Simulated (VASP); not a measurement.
## A single sheet of MgI2 in VASP

Aim: model a single sheet of MgI2 by a slab and find how far its highest filled level lies below the vacuum.

Method: PBEsol; plane waves and PAW (I, Mg), in VASP 6.6.1.

## (1) The starting structure

The cell holds 3 atoms: 2 I and 1 Mg. Its edges and angles: a = 4.140 Å, b = 4.140 Å, c = 18.440 Å, α = 90.0°, β = 90.0°, γ = 120.0°. It derives from MgI2. 1 sheet cut from a layered arrangement of the crystal. Vacuum lies along c.

## (2) Surface relaxation

All atoms relax at the fixed cell.

INCAR

```
SYSTEM = MgI2
PREC = Normal
ENCUT = 300
EDIFF = 1E-05
NELM = 120
ISMEAR = 0
SIGMA = 0.05
LREAL = .FALSE.
ALGO = Fast
GGA = PS
NBANDS = 14
LORBIT = 11
LWAVE = .FALSE.
LCHARG = .FALSE.
KPAR = 2
IBRION = 2
NSW = 40
ISIF = 2
EDIFFG = -0.03
POTIM = 0.4
MAXMIX = 40
IDIPOL = 3
LDIPOL = .TRUE.
DIPOL = 0.5 0.5 0.5
```

POSCAR

```
MgI2
1.0
    4.1400000000      0.0000000000      0.0000000000
   -2.0700000000      3.5853451720      0.0000000000
    0.0000000000      0.0000000000     18.4400000000
I Mg
2 1
Direct
    0.3333333330      0.6666666670      0.5932754880
    0.6666666670      0.3333333330      0.4067245120
    0.0000000000      0.0000000000      0.5000000000
```

KPOINTS

```
Automatic mesh
0
Gamma
9 9 1
0 0 0
```

The projector-augmented-wave data sets are I and Mg (PBE family, release 64).

Started as:

```
$ mpirun -np 2 vasp_std
```

Log:

```text
[banner, memory and clock lines left out]
running    2 mpi-ranks, on    1 nodes
 distrk:  each k-point on    1 cores,    2 groups
 distr:  one band on    1 cores,    1 groups

 POSCAR found type information on POSCAR I Mg
 POSCAR found :  2 types and       3 ions
|                                                                             |
|               ----> ADVICE to this user running VASP <----                  |
|                                                                             |
|     You enforced a specific xc type in the INCAR file but a different       |
|     [... a line on the potential file left out ...]
|     I HOPE YOU KNOW WHAT YOU ARE DOING!                                     |
|                                                                             |

 LDA part: xc-table for (Slater+PW92), standard interpolation
 POSCAR, INCAR and KPOINTS ok, starting setup
 FFT: planning ... GRIDC
 FFT: planning ... GRID_SOFT
 FFT: planning ... GRID
 WAVECAR not read
 entering main loop
       N       E                     dE             d eps       ncg     rms          rms(c)
DAV:   1     0.830271386349E+02    0.83027E+02   -0.34751E+03   336   0.504E+02
DAV:   2     0.120564797923E+01   -0.81821E+02   -0.75213E+02   526   0.115E+02
DAV:   3    -0.825508590087E+01   -0.94607E+01   -0.93995E+01   444   0.452E+01
DAV:   4    -0.855536681165E+01   -0.30028E+00   -0.30022E+00   464   0.102E+01
DAV:   5    -0.855940479984E+01   -0.40380E-02   -0.40379E-02   456   0.127E+00    0.383E+00
RMM:   6    -0.841880553935E+01    0.14060E+00   -0.12988E-01   336   0.155E+00    0.246E+00
RMM:   7    -0.838985809328E+01    0.28947E-01   -0.19287E-01   336   0.192E+00    0.534E-01
RMM:   8    -0.838341523084E+01    0.64429E-02   -0.20091E-02   336   0.740E-01    0.164E-01
RMM:   9    -0.838340363948E+01    0.11591E-04   -0.11697E-03   345   0.248E-01    0.448E-02
RMM:  10    -0.838342164291E+01   -0.18003E-04   -0.18968E-04   355   0.980E-02    0.337E-02
RMM:  11    -0.838345326989E+01   -0.31627E-04   -0.49793E-05   310   0.463E-02    0.445E-02
RMM:  12    -0.838345111437E+01    0.21555E-05   -0.12348E-05   247   0.249E-02
   1 F= -.83834511E+01 E0= -.83834511E+01  d E =-.838345E+01
 curvature:   0.00 expect dE= 0.000E+00 dE for cont linesearch  0.000E+00
 trial: gam= 0.00000 g(F)=  0.548E-02 g(S)=  0.000E+00 ort = 0.000E+00 (trialstep = 0.100E+01)
 search vector abs. value=  0.548E-02
 bond charge predicted
       N       E                     dE             d eps       ncg     rms          rms(c)
DAV:   1    -0.838791429980E+01   -0.44610E-02   -0.14935E-01   450   0.198E+00    0.171E-01
RMM:   2    -0.838841342394E+01   -0.49912E-03   -0.55980E-03   336   0.471E-01    0.115E-01
RMM:   3    -0.838848852325E+01   -0.75099E-04   -0.61291E-04   336   0.186E-01    0.476E-02
RMM:   4    -0.838850309299E+01   -0.14570E-04   -0.11105E-04   337   0.912E-02    0.323E-02
RMM:   5    -0.838851520523E+01   -0.12112E-04   -0.37006E-05   311   0.460E-02    0.111E-02
RMM:   6    -0.838851502199E+01    0.18323E-06   -0.80068E-06   237   0.216E-02
   2 F= -.83885150E+01 E0= -.83885150E+01  d E =-.506391E-02
[...]
3 F= -.83953769E+01 E0= -.83953769E+01  d E =-.119257E-01
[...]
4 F= -.83978217E+01 E0= -.83978217E+01  d E =-.143706E-01
 curvature:  -2.07 expect dE=-0.831E-03 dE for cont linesearch -0.831E-03
 ZBRENT: bracketing found
 ZBRENT: interpolating
 opt :   5.3493  next Energy=    -8.398864 (dE=-0.154E-01)
 bond charge predicted
       N       E                     dE             d eps       ncg     rms          rms(c)
DAV:   1    -0.839763734797E+01    0.17649E-03   -0.29347E-01   348   0.278E+00    0.245E-01
RMM:   2    -0.839857891678E+01   -0.94157E-03   -0.11142E-02   336   0.657E-01    0.722E-02
RMM:   3    -0.839868653307E+01   -0.10762E-03   -0.10592E-03   336   0.260E-01    0.211E-02
RMM:   4    -0.839871185467E+01   -0.25322E-04   -0.25019E-04   341   0.132E-01    0.226E-02
RMM:   5    -0.839871942336E+01   -0.75687E-05   -0.62691E-05   318   0.658E-02
   5 F= -.83987194E+01 E0= -.83987194E+01  d E =-.152683E-01
 curvature:  -2.59 expect dE=-0.179E-04 dE for cont linesearch -0.179E-04
 trial: gam=-0.03428 g(F)=  0.692E-05 g(S)=  0.000E+00 ort = 0.195E-03 (trialstep = 0.187E+01)
 search vector abs. value=  0.884E-08
 reached required accuracy - stopping structural energy minimisation
```

Wall time 12 s (2 MPI ranks of AMD EPYC 7R43, shared host); peak memory 0.3 GiB.

Lines that name or quote the potential files are left out of all logs, and their timing lines are given in words.

OUTCAR, selected parts (step 2):

```text
ion  position               nearest neighbor table
   1  0.333  0.667  0.593-   3 2.94   3 2.94   3 2.94
   2  0.667  0.333  0.407-   3 2.94   3 2.94   3 2.94
   3  0.000  0.000  0.500-   1 2.94   2 2.94   2 2.94   1 2.94   2 2.94   1 2.94

  LATTYP: Found a hexagonal cell.
 ALAT       =     4.1400000000
 C/A-ratio  =     4.4541062802

 Subroutine GETGRP returns: Found 12 space group operations
 (whereof 12 operations were pure point group operations)

The static configuration has the point symmetry D_3d.

 Found     12 irreducible k-points:

   k-points           NKPTS =     12   k-points in BZ     NKDIM =     12   number of bands    NBANDS=     14

   dimension x,y,z NGX =    18 NGY =   18 NGZ =   80
   dimension x,y,z NGXF=    36 NGYF=   36 NGZF=  160

   ENCUT  =  300.0 eV  22.05 Ry    4.70 a.u.   5.85  5.85 26.04*2*pi/ulx,y,z

   NELECT =      16.0000    total number of electrons

 k-points in reciprocal lattice and weights: Automatic mesh
   0.00000000  0.00000000  0.00000000       0.012
   0.11111111  0.00000000  0.00000000       0.074
   0.22222222  0.00000000  0.00000000       0.074
   0.33333333  0.00000000  0.00000000       0.074
   0.44444444  0.00000000  0.00000000       0.074
   0.11111111  0.11111111  0.00000000       0.074
   0.22222222  0.11111111  0.00000000       0.148
   0.33333333  0.11111111  0.00000000       0.148
   0.44444444  0.11111111  0.00000000       0.074
   0.22222222  0.22222222  0.00000000       0.074
   0.33333333  0.22222222  0.00000000       0.148
   0.33333333  0.33333333  0.00000000       0.025

 dipolmoment           0.000000      0.000000     -0.000000 electrons x Angstroem

 average (electrostatic) potential at core
       1 -97.5682       2 -97.5682       3 -43.8312

 E-fermi :  -2.9607

 k-point     1 :       0.0000    0.0000    0.0000
  band No.  band energies     occupation
    ...
      4      -3.8937      2.00000
      5      -3.4965      2.00000
      6      -3.4965      2.00000
      7      -3.2086      2.00000
      8      -3.2086      2.00000
      9       0.8440      0.00000
     10       1.6047      0.00000
     11       2.8502      0.00000
     12       2.9455      0.00000
     13       3.4818      0.00000
    ...

 k-point     2 :       0.1111    0.0000    0.0000
  band No.  band energies     occupation
    ...
      4      -4.1372      2.00000
      5      -3.7543      2.00000
      6      -3.6509      2.00000
      7      -3.6117      2.00000
      8      -3.2407      2.00000
      9       1.2711      0.00000
     10       2.0835      0.00000
     11       2.7652      0.00000
     12       2.9815      0.00000
     13       3.3845      0.00000
    ...

 k-point     3 :       0.2222    0.0000    0.0000
  band No.  band energies     occupation
    ...
      4      -5.0529      2.00000
      5      -4.3778      2.00000
      6      -3.9544      2.00000
      7      -3.7556      2.00000
      8      -3.3754      2.00000
      9       1.4291      0.00000
     10       2.2618      0.00000
     11       2.9229      0.00000
     12       3.3317      0.00000
     13       3.7913      0.00000
    ...

  Total       -0.1058201     -0.1058201     -0.0176585      0.0000000      0.0000000      0.0000000
  in kB       -0.6194217     -0.6194217     -0.1033647      0.0000000      0.0000000      0.0000000
  external PRESSURE =      -0.4474027 kB  Pullay stress =       0.0000000 kB

  energy-cutoff  :      300.00
  volume of cell :      273.71
      direct lattice vectors                 reciprocal lattice vectors
     4.140000000  0.000000000  0.000000000     0.241545894  0.139456587  0.000000000
    -2.070000000  3.585345172  0.000000000     0.000000000  0.278913173  0.000000000
     0.000000000  0.000000000 18.440000000     0.000000000  0.000000000  0.054229935

 POSITION                                       TOTAL-FORCE (eV/Angst)
 -----------------------------------------------------------------------------------
     -0.00000      2.39023     10.88499        -0.000000     -0.000000     -0.009470
      2.07000      1.19512      7.55501         0.000000      0.000000      0.009470
      0.00000      0.00000      9.22000         0.000000      0.000000      0.000000
 -----------------------------------------------------------------------------------
    total drift:                                0.000000      0.000000     -0.000000

  FREE ENERGIE OF THE ION-ELECTRON SYSTEM (eV)
  ---------------------------------------------------
  free  energy   TOTEN  =        -8.3987194234 eV

  energy  without entropy=       -8.3987194234  energy(sigma->0) =       -8.39871942

 reached required accuracy - stopping structural energy minimisation

 vacuum level on the upper side and lower side of the slab         3.182         3.182

 total charge
# of ion       s       p       d       tot
------------------------------------------
    1        1.504   2.815   0.012   4.331
    2        1.504   2.815   0.012   4.331
    3        0.139   0.114   0.028   0.282
--------------------------------------------------
tot          3.147   5.744   0.053   8.944

[... 3 further parts left out ...]
```

CONTCAR:

```
MgI2
   1.00000000000000
     4.1399999999999997    0.0000000000000000    0.0000000000000000
    -2.0699999999999998    3.5853451719999998    0.0000000000000000
     0.0000000000000000    0.0000000000000000   18.4400000000000013
  I               Mg
     2     1
Direct
     0.3333333329999988    0.6666666670000012    0.5902922217219190
     0.6666666670000012    0.3333333329999988    0.4097077782780811
     0.0000000000000000    0.0000000000000000    0.5000000000000000
```

The gap is read on the k-mesh alone, so it is an upper bound where the band edges lie off the mesh. The PAW data sets were made with PBE, which is usual practice but a small mismatch for other functionals. The run keeps the 12 symmetry operations of its start, so it cannot find a distortion of lower symmetry.

The steps of the relaxation:

| step | energy less that of the first step (eV) | largest force (eV/Å) |
| --- | --- | --- |
| 1 | 0.0000 | 0.2665 |
| 2 | -0.0051 | 0.2184 |
| 3 | -0.0119 | 0.1250 |
| 4 | -0.0144 | 0.0722 |
| 5 | -0.0153 | 0.0095 |

The atoms that moved most (Å):

| atom | dx | dy | dz | length |
| --- | --- | --- | --- | --- |
| I2 | 0.000 | 0.000 | 0.055 | 0.055 |
| I1 | 0.000 | 0.000 | -0.055 | 0.055 |

Final coordinates:

```xyz
3
Lattice="4.1400 0.0000 0.0000 -2.0700 3.5853 0.0000 0.0000 0.0000 18.4400" Properties=species:S:1:pos:R:3
I     0.0000    2.3902   10.8850
I     2.0700    1.1951    7.5550
Mg    0.0000    0.0000    9.2200
```

Numbers from this step:

```
electronic cycles                               : 35
electrons                                       : 16
free energy (TOTEN)                             : -8.399 eV
Fermi energy                                    : -2.961 eV
labelled metallic, from the levels on this mesh : no
dipole moment                                   : 0, 0, 0 e·Å
gap on the k-mesh                               : 3.666 eV
least direct gap on the k-mesh                  : 4.053 eV
```

The run ended after 5 ionic steps, 0.015 eV below its first step, once the forces on the free atoms met EDIFFG = -0.03.

Only the dipole across the slab is computed (IDIPOL = 3); zeros along the plane are no results.

(Part 1 of 2 ends here.)

[Lines on the potential files, build, host, timing and source positions are cut from VASP's logs without a mark.]

[Logs are printed without paths, hosts, clocks, repeated set-up lines and the standing remarks that a program may print on its own settings, such as how far it seeks lower states.]

[Hosts, paths, dates, database ids (printed as entryN), source tags and the programs' standing remarks are cut or masked in the printed files.]

[In band tables of VASP the shares of atoms and orbitals are scaled to a sum of 1 inside the atoms' spheres.]

[Runs that stopped without an error message from VASP are left out.]
